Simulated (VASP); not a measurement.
# SiC: how numerical settings change the zone-centre modes, part 3 of 3

Aim: test the modes of SiC against the numerical settings. The starting structure is a computed structure from the Materials Project.

VASP 6.6.1.

Results so far: reference B1 (4) 920.6 cm⁻¹; a 4×4×2 mesh B1 (4) 919.1 cm⁻¹.

**4. Modes with a cutoff of 400 eV**

Level of this step: LDA; plane waves and PAW (Si, C) (VASP).

Against step 2 the input has ENCUT = 400.

INCAR

```
SYSTEM = SiC
PREC = Accurate
ENCUT = 400
EDIFF = 1E-08
NELM = 100
ISMEAR = 0
SIGMA = 0.03
LREAL = .FALSE.
ALGO = Normal
GGA = CA
NBANDS = 24
LORBIT = 11
LWAVE = .FALSE.
LCHARG = .FALSE.
KPAR = 8
IBRION = 6
NFREE = 2
POTIM = 0.015
NSW = 1
ISIF = 2
```

POSCAR

```
SiC
1.0
    3.0601431151      0.0000000000      0.0000000000
   -1.5300715575      2.6501616769      0.0000000000
    0.0000000000      0.0000000000     10.0184457506
Si C
4 4
Direct
    0.0000000000      0.0000000000      0.1878885989
    0.0000000000      0.0000000000      0.6878885989
    0.3333333333      0.6666666667      0.4378480517
    0.6666666667      0.3333333333      0.9378480517
    0.0000000000      0.0000000000      0.0004568242
    0.0000000000      0.0000000000      0.5004568242
    0.3333333333      0.6666666667      0.2498055252
    0.6666666667      0.3333333333      0.7498055252
```

KPOINTS

```
Automatic mesh
0
Gamma
9 9 2
0 0 0
```

The projector-augmented-wave data sets are Si and C (LDA family, release 64).

The run is started by

```
mpirun -np 8 vasp_std
```

Log:

```text
[banner, memory and clock lines left out]
running    8 mpi-ranks, on    1 nodes
[...]
[... a notice as in an earlier step ...]

 LDA part: xc-table for (Slater(with rela. corr.)+CA(PZ))
 , standard interpolation
 POSCAR, INCAR and KPOINTS ok, starting setup
[...]
entering main loop
       N       E                     dE             d eps       ncg     rms          rms(c)
DAV:   1     0.540835899127E+02    0.54084E+02   -0.12419E+04  1152   0.974E+02
DAV:   2    -0.688814077851E+02   -0.12296E+03   -0.11410E+03  1576   0.182E+02
DAV:   3    -0.748298050160E+02   -0.59484E+01   -0.59168E+01  1536   0.394E+01
DAV:   4    -0.749027156501E+02   -0.72911E-01   -0.72859E-01  1480   0.518E+00
[...]
DAV:  14    -0.666030705024E+02   -0.62835E-07   -0.80722E-08  1464   0.181E-03    0.691E-04
DAV:  15    -0.666030705163E+02   -0.13903E-07   -0.25156E-09  1064   0.319E-04    0.311E-04
DAV:  16    -0.666030705209E+02   -0.46293E-08   -0.25239E-10   960   0.108E-04
   1 F= -.66603071E+02 E0= -.66603071E+02  d E =-.107689E-22
[... from here on, the cycles between the ionic steps are left out ...]
   2 F= -.66600770E+02 E0= -.66600770E+02  d E =-.415913E-20
   3 F= -.66600770E+02 E0= -.66600770E+02  d E =-.416107E-20
   4 F= -.66599644E+02 E0= -.66599644E+02  d E =-.222167E-11
   5 F= -.66599505E+02 E0= -.66599505E+02  d E =-.197734E-21
   6 F= -.66600795E+02 E0= -.66600795E+02  d E =-.547065E-22
   7 F= -.66600795E+02 E0= -.66600795E+02  d E =-.545901E-22
   8 F= -.66599647E+02 E0= -.66599647E+02  d E =-.758125E-24
   9 F= -.66599535E+02 E0= -.66599535E+02  d E =-.392783E-23
  10 F= -.66600821E+02 E0= -.66600821E+02  d E =-.469207E-22
  11 F= -.66600821E+02 E0= -.66600821E+02  d E =-.468562E-22
  12 F= -.66599900E+02 E0= -.66599900E+02  d E =-.468089E-23
  13 F= -.66600025E+02 E0= -.66600025E+02  d E =-.532435E-12
  14 F= -.66600822E+02 E0= -.66600822E+02  d E =-.142506E-21
  15 F= -.66600822E+02 E0= -.66600822E+02  d E =-.142912E-21
  16 F= -.66599958E+02 E0= -.66599958E+02  d E =-.257029E-22
  17 F= -.66600081E+02 E0= -.66600081E+02  d E =-.122368E-10
 Finite differences progress:
  Degree of freedom:   8/  8
  Displacement:        2/  2
  Total:              16/ 16
```

It took 2.6 min on 8 MPI ranks of Intel Xeon Platinum 8259CL at 2.50GHz (Skylake/Cascade Lake), shared host; peak memory 2.5 GiB.

From OUTCAR (step 4):

```text
  Total       -0.4793395     -0.4793395     -0.7034035     -0.0000000      0.0000000     -0.0000000
  in kB       -9.4523403     -9.4523403    -13.8707725     -0.0000000      0.0000000     -0.0000000
  external PRESSURE =     -10.9251510 kB  Pullay stress =       0.0000000 kB

 POSITION                                       TOTAL-FORCE (eV/Angst)
 -----------------------------------------------------------------------------------
      0.00000      0.00000      1.88235        -0.000000     -0.000000     -0.176766
      0.00000      0.00000      6.89157         0.000000     -0.000000      0.040092
     -0.00000      1.76677      4.38656        -0.000000     -0.000000     -0.156777
      1.53007      0.88339      9.39578        -0.000000      0.000000      0.025220
      0.00000      0.00000      0.00458         0.000000     -0.000000     -0.045375
      0.00000      0.00000      5.01380         0.000000     -0.000000     -0.046616
     -0.00000      1.76677      2.48766        -0.000000     -0.000000      0.396709
      1.53007      0.88339      7.51189        -0.000000      0.000000     -0.036487
 -----------------------------------------------------------------------------------
    total drift:                                0.000000      0.000000     -0.000347

  FREE ENERGIE OF THE ION-ELECTRON SYSTEM (eV)
  ---------------------------------------------------
  free  energy   TOTEN  =       -66.6000813347 eV

  energy  without entropy=      -66.6000813347  energy(sigma->0) =      -66.60008133

[... 1 part as in an earlier step ...]

[... 2 further parts left out ...]
[key lines of the parts left out:]
E-fermi :   8.4570
```

With a cutoff of 400 eV the modes are at the top B1 (4) 919.8, B1 (3) 910.4 cm⁻¹, at the bottom E2 (2) 199.3, E2 (1) 191.4 cm⁻¹, with 10 more of the listed ones between; the largest shift is -2.0 cm⁻¹, in A1 (3), from the reference.

**5. Modes with a 12×12×4 mesh**

Against step 2 the input has a 12×12×4 mesh.

INCAR: that of step 4 with these lines changed.

```diff
@@ -2,3 +2,3 @@
 PREC = Accurate
-ENCUT = 400
+ENCUT = 520
 EDIFF = 1E-08
```

POSCAR is that of step 4.

KPOINTS

```
Automatic mesh
0
Gamma
12 12 4
0 0 0
```

The run is started by

```
mpirun -np 8 vasp_std
```

Log:

```text
[... set-up lines as in an earlier step ...]
 entering main loop
       N       E                     dE             d eps       ncg     rms          rms(c)
DAV:   1     0.720300980450E+02    0.72030E+02   -0.14718E+04  2736   0.121E+03
DAV:   2    -0.679964768163E+02   -0.14003E+03   -0.13049E+03  3792   0.201E+02
DAV:   3    -0.748553865809E+02   -0.68589E+01   -0.68165E+01  3640   0.434E+01
DAV:   4    -0.749456991838E+02   -0.90313E-01   -0.90233E-01  3536   0.599E+00
[...]
DAV:  13    -0.665808729527E+02    0.49676E-06   -0.22852E-06  3560   0.675E-03    0.202E-03
DAV:  14    -0.665808729788E+02   -0.26130E-07   -0.74609E-08  3528   0.177E-03    0.763E-04
DAV:  15    -0.665808729866E+02   -0.77771E-08   -0.17301E-09  2536   0.270E-04
   1 F= -.66580873E+02 E0= -.66580873E+02  d E =-.241679E-23
[... from here on, the cycles between the ionic steps are left out ...]
   2 F= -.66578571E+02 E0= -.66578571E+02  d E =-.100023E-20
   3 F= -.66578571E+02 E0= -.66578571E+02  d E =-.100067E-20
   4 F= -.66577457E+02 E0= -.66577457E+02  d E =-.546654E-12
   5 F= -.66577294E+02 E0= -.66577294E+02  d E =-.507174E-21
   6 F= -.66578595E+02 E0= -.66578595E+02  d E =-.123692E-22
   7 F= -.66578595E+02 E0= -.66578595E+02  d E =-.123274E-22
   8 F= -.66577415E+02 E0= -.66577415E+02  d E =-.875078E-11
   9 F= -.66577370E+02 E0= -.66577370E+02  d E =-.977486E-11
  10 F= -.66578621E+02 E0= -.66578621E+02  d E =-.115367E-22
  11 F= -.66578621E+02 E0= -.66578621E+02  d E =-.115187E-22
  12 F= -.66577685E+02 E0= -.66577685E+02  d E =-.108599E-10
  13 F= -.66577829E+02 E0= -.66577829E+02  d E =-.127356E-12
  14 F= -.66578621E+02 E0= -.66578621E+02  d E =-.379033E-22
  15 F= -.66578621E+02 E0= -.66578621E+02  d E =-.380077E-22
  16 F= -.66577782E+02 E0= -.66577782E+02  d E =-.559866E-23
  17 F= -.66577842E+02 E0= -.66577842E+02  d E =-.298149E-11
 Finite differences progress:
  Degree of freedom:   8/  8
  Displacement:        2/  2
  Total:              16/ 16
```

It took 9.9 min on 8 MPI ranks; peak memory 6.4 GiB; 67 min of CPU time.

From OUTCAR (step 5):

```text
  Total        0.0893656      0.0893656     -0.1497149      0.0000000      0.0000000      0.0000000
  in kB        1.7622452      1.7622452     -2.9523040      0.0000000      0.0000000      0.0000000
  external PRESSURE =       0.1907288 kB  Pullay stress =       0.0000000 kB

 POSITION                                       TOTAL-FORCE (eV/Angst)
 -----------------------------------------------------------------------------------
      0.00000      0.00000      1.88235        -0.000000      0.000000     -0.176041
      0.00000      0.00000      6.89157        -0.000000      0.000000      0.040781
     -0.00000      1.76677      4.38656        -0.000000      0.000000     -0.159161
      1.53007      0.88339      9.39578        -0.000000      0.000000      0.022905
      0.00000      0.00000      0.00458        -0.000000     -0.000000     -0.046340
      0.00000      0.00000      5.01380        -0.000000      0.000000     -0.047703
     -0.00000      1.76677      2.48766         0.000000      0.000000      0.399992
      1.53007      0.88339      7.51189         0.000000     -0.000000     -0.034433
 -----------------------------------------------------------------------------------
    total drift:                               -0.000000     -0.000000     -0.000119

  FREE ENERGIE OF THE ION-ELECTRON SYSTEM (eV)
  ---------------------------------------------------
  free  energy   TOTEN  =       -66.5778424418 eV

  energy  without entropy=      -66.5778424418  energy(sigma->0) =      -66.57784244

[... 1 part as in an earlier step ...]

[... 2 further parts left out ...]
[key lines of the parts left out:]
E-fermi :   8.4544
```

With a 12×12×4 mesh the modes are at the top B1 (4) 920.5, B1 (3) 911.2 cm⁻¹, at the bottom E2 (2) 199.3, E2 (1) 191.5 cm⁻¹, with 10 more of the listed ones between; the largest shift is +0.3 cm⁻¹, in E1 (2), from the reference.

**6. The runs compared**

```tsv
run	B1 (4)	B1 (3)	A1 (3)	E1 (3)	B1 (1)	E1 (1)	E2 (2)	E2 (1)	core minutes
reference	920.6	911.4	839.1	798.2	399.8	258.4	199.3	191.4	18.0
a 4×4×2 mesh	919.1	910.5	836.1	801.5	399.2	256.8	198.8	189.7	9.33
a cutoff of 400 eV	919.8	910.4	837.1	797.9	399.2	258.3	199.3	191.4	21.1
a 12×12×4 mesh	920.5	911.2	839.0	798.2	399.7	258.5	199.3	191.5	79.2
```

Modes are in cm⁻¹, degenerate ones as one, matched between runs by symmetry and order. A number in brackets counts the listed modes of one symmetry from the lowest. The symmetry labels come from an automatic analysis and can be wrong where levels nearly coincide. Between the highest four and the lowest four, 6 more are left out. Core minutes are wall time times ranks of the run shown, on a shared host.

**7. What came out**

| Property | Result |
| --- | --- |
| B1 (4), reference | 920.6 cm⁻¹ |
| E2 (1), reference | 191.4 cm⁻¹ |
| B1 (4), a 4×4×2 mesh | 919.1 cm⁻¹ |
| E2 (1), a 4×4×2 mesh | 189.7 cm⁻¹ |
| B1 (4), a cutoff of 400 eV | 919.8 cm⁻¹ |
| E2 (1), a cutoff of 400 eV | 191.4 cm⁻¹ |
| B1 (4), a 12×12×4 mesh | 920.5 cm⁻¹ |
| E2 (1), a 12×12×4 mesh | 191.5 cm⁻¹ |

**Reading.** The largest change comes with a 4×4×2 mesh: +3.3 cm⁻¹ in E1 (3). On finer settings the modes change by up to +0.3 cm⁻¹ in E1 (2) with a 12×12×4 mesh. Other changes move the modes by more: +3.3 cm⁻¹ in E1 (3) with a 4×4×2 mesh and -2.0 cm⁻¹ in A1 (3) with a cutoff of 400 eV. The frequencies are harmonic, and the splitting of polar modes by their long-range field is left out. Further runs on this material are not shown.

[Lines on the potential files, build, host, timing and source positions are cut from VASP's logs without a mark.]

[Logs are printed without paths, hosts, clocks, repeated set-up lines and the standing remarks that a program may print on its own settings, such as how far it seeks lower states.]

[Hosts, paths, dates, database ids (printed as entryN), source tags and the programs' standing remarks are cut or masked in the printed files.]
